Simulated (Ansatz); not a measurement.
# Lu: the cost of one run

Computed with Ansatz 0.2.0 (DFT, PBE, PAW with Ansatz's default frozen-core files, scalar-relativistic, unless a step's input says otherwise).

### 1 The system as given

The structure is trigonal, space group R-3m (No. 166). Conventional cell: a = 3.535 Å, b = 3.535 Å, c = 24.692 Å, α = 90.00°, β = 90.00°, γ = 120.00°. Around Lu (site symmetry -3m) lie 12 Lu at 3.43 to 3.53 Å. Lu (site symmetry 3m) has 12 Lu at 3.40 to 3.53 Å in its first shell of neighbours.

Structure file:

```cif
data_structure
_symmetry_space_group_name_H-M 'P 1'
_symmetry_Int_Tables_number 1
_cell_length_a 8.4798
_cell_length_b 8.4798
_cell_length_c 8.4798
_cell_angle_alpha 24.061
_cell_angle_beta 24.061
_cell_angle_gamma 24.061
_cell_volume 89.07
loop_
_atom_site_label
_atom_site_type_symbol
_atom_site_fract_x
_atom_site_fract_y
_atom_site_fract_z
_atom_site_occupancy
Lu1 Lu 0.00000 0.00000 0.00000 1
Lu2 Lu 0.77831 0.77831 0.77831 1
Lu3 Lu 0.22169 0.22169 0.22169 1
```

Atoms are numbered in the order of the input: Lu1, Lu2, Lu3.

### 2 Compressed by 3 % along [0.0, 0.0, 1.0] at fixed volume; collinear moments without spin-orbit coupling, PAW

input.yaml reads:

```yaml
crystal:
  lattice:
    - [1.7674469815, 1.0204359906, 8.2305928928]
    - [-1.7674469815, 1.0204359906, 8.2305928928]
    - [0.0, -2.0408719811, 8.2305928928]
  atoms:
    - { symbol: Lu, position: [0.0, 0.0, 0.0], spin: 1.0 }
    - { symbol: Lu, position: [0.77830861, 0.77830861, 0.77830861], spin: 1.0 }
    - { symbol: Lu, position: [0.22169139, 0.22169139, 0.22169139], spin: 1.0 }
magnetization:
  spin_polarized: true
kpoints:
  mp_grid: { grid: [9, 9, 9] }
scf:
  occupations: { method: fermi_dirac, width: 0.05 }
  lower_state_search: "off"
hamiltonian:
  xc: pbe
  pseudopotentials: { kind: paw }
output:
  forces: true
  stress: true
  eigenvalues: true
```

On the command line:

```sh
$ ansatz run input.yaml --threads 2 --pin off --max-ram 6144MiB --backend cpu --events-out ev --progress --plain --runs-dir out
```

**Question.** How long does this run take on 2 threads of Arm Neoverse V1, shared host, and how much memory does it need?

About 56 s, with a peak of 0.68 GiB.
